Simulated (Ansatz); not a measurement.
Runs of Ansatz 0.2.0 on Sb. It takes space group I4/mcm (No. 140, tetragonal). The conventional cell has a = 8.060 Å, b = 8.060 Å, c = 4.051 Å, α = 90.00°, β = 90.00°, γ = 90.00°. Around Sb (site symmetry m2m) lie 7 Sb at 3.03 to 3.45 Å. This isn't the form of Sb at room conditions, which is rhombohedral.

```tsv
task	level	potentials or basis	k mesh	cutoff (eV)	smearing	basis error allowed	mesh quality	gap on the mesh (eV)	pressure (GPa)	V0 of scaled cells (Å³/atom)	B0 (GPa)	largest force (eV/Å)
phonons	PBEsol	all-electron LAPW, scalar-relativistic	7 × 7 × 7	206	fermi-dirac 0.05 eV	0.002 eV/atom	not flagged	none	-	-	-	0.04
equation of state	LDA	all-electron LAPW, scalar-relativistic	7 × 7 × 7	-	fermi-dirac 0.05 eV	0.002 eV/atom	not flagged	-	-	31.77	(b)	-
band structure	LDA	all-electron LAPW, scalar-relativistic	7 × 7 × 7	190	fermi-dirac 0.05 eV	0.002 eV/atom	not flagged	-	(a)	-	-	0.04
single point	PBEsol	all-electron LAPW, scalar-relativistic	7 × 7 × 7	207	fermi-dirac 0.05 eV	0.001 eV/atom	not flagged	none	-0.7	-	-	0.04
single point	PBEsol	all-electron LAPW, scalar-relativistic	4 × 4 × 4	190	fermi-dirac 0.03 eV	0.002 eV/atom	coarse	none	-1.0	-	-	0.02
band structure	PBEsol	all-electron LAPW, scalar-relativistic	7 × 7 × 7	190	fermi-dirac 0.05 eV	0.002 eV/atom	not flagged	-	-0.7	-	-	0.04
equation of state	PBEsol	all-electron LAPW, scalar-relativistic	7 × 7 × 7	-	fermi-dirac 0.05 eV	0.001 eV/atom	not flagged	-	-	32.43	53	-
density of states	PBEsol	all-electron PAW datasets made for the crystal	7 × 7 × 7	140	fermi-dirac 0.05 eV	-	not flagged	none	-0.7	-	-	0.04
```

Alike in all rows: no spin polarisation; cell as given.

**Question.** Estimate the missing entries.

**Answer.** (a) -1.8; (b) 55.

Caveats: some runs use coarse meshes; the cell was scaled at fixed shape and fractional positions, which overstates the stiffness of a crystal with free parameters, most of all of layers and chains (some runs); a metal's response needs a denser mesh (some runs); the k mesh is thin for a metal, which can move the energy by tens of meV per atom (some runs); the program warned that the printed levels may be off, so bands, gaps and densities of states are rough (some runs).

A k mesh can miss the band edges, and the runs leave out spin-orbit coupling on Sb.

A gap of «none» marks a metal or a gap under the smearing width.

Not every run made on this cell is shown here.
